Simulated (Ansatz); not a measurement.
An input for Ansatz 0.2.0 (CsPbBr3 (P4/mmm)):

```yaml
crystal:
  lattice:
    - [5.89935, 0.0, 0.0]
    - [0.0, 5.87, 0.0]
    - [0.0, 0.0, 5.87]
  atoms:
    - { symbol: Cs, position: [0.0, 0.0, 0.0] }
    - { symbol: Pb, position: [0.5, 0.5, 0.5] }
    - { symbol: Br, position: [0.0, 0.5, 0.5] }
    - { symbol: Br, position: [0.5, 0.0, 0.5] }
    - { symbol: Br, position: [0.5, 0.5, 0.0] }
kpoints:
  mp_grid: { grid: [4, 4, 4] }
hamiltonian:
  xc: pbe
  pseudopotentials: { kind: paw, azcp: { folder: soft_1 } }
scf:
  occupations: { method: fixed }
gw:
  n_empty_bands: 760
  ecut_chi: 140
  qp_bands: [v2, c2]
  qp_kpoints: band_edges
  screening: { model: contour_deformation }
```

```sh
ansatz run input.yaml --threads 2 --pin off --max-ram 73728MiB --backend cuda --events-out ev --progress --plain --runs-dir out --devices 1 --max-vram 13GiB
```

Q: Estimate wall time and host memory on 1 × NVIDIA H100 80GB HBM3 (shared by 6 runs) with 2 threads of AMD EPYC 7R13 (Zen 3), shared host.

It took 43 s; on shared hardware allow 21 s to 85 s. Peak host memory was 3.9 GiB. The sizes that set the cost: 3919 plane waves a state, 18 irreducible k points, 782 bands summed, 751 plane waves in the screening and 8 SCF cycles.

The screening grows as filled bands × empty bands × pairs of k points, times the square of the screening basis for the matrix.

[Paths, hosts, dates, memory and timing lines, banners, echoed tables and standing remarks are left out of the program output.]

[Logs are printed without paths, hosts, clocks, repeated set-up lines and the standing remarks that a program may print on its own settings, such as how far it seeks lower states.]

[Runs of the session that timed out or met a known fault of the program may be left out.]

[Cells called generated may have been cut or substituted from an entry of the Crystallography Open Database or the Materials Project.]

[Hosts, paths, dates, database ids (printed as entryN), source tags and the programs' standing remarks are cut or masked in the printed files.]
